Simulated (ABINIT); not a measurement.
MgB2:

```
Mg B
1.0
     3.08500    0.00000    0.00000
    -1.54250    2.67169    0.00000
     0.00000    0.00000    3.52300
Mg B
1 2
Direct
  0.00000 0.00000 0.00000
  0.66667 0.33333 0.50000
  0.33333 0.66667 0.50000
```

Program: ABINIT 10.8.3 (patched build). Alike in all runs: task single point; no spin polarisation; cell as given; k mesh 8 × 8 × 6; smearing fermi-dirac 0.05 eV.

Question: Order these runs on this cell by their pressure, lowest first.
A. level LDA; potentials or basis PseudoDojo NC SR LDA v0.4.1 standard; cutoff (eV) 1088
B. level PBEsol; potentials or basis PseudoDojo NC SR PBEsol v0.4.1 standard; cutoff (eV) 1034
C. level PBE; potentials or basis PseudoDojo NC SR PBE v0.4.1 standard; cutoff (eV) 1088

Answer: A (-7.4 GPa), B (-3.3 GPa), C (-1.0 GPa).
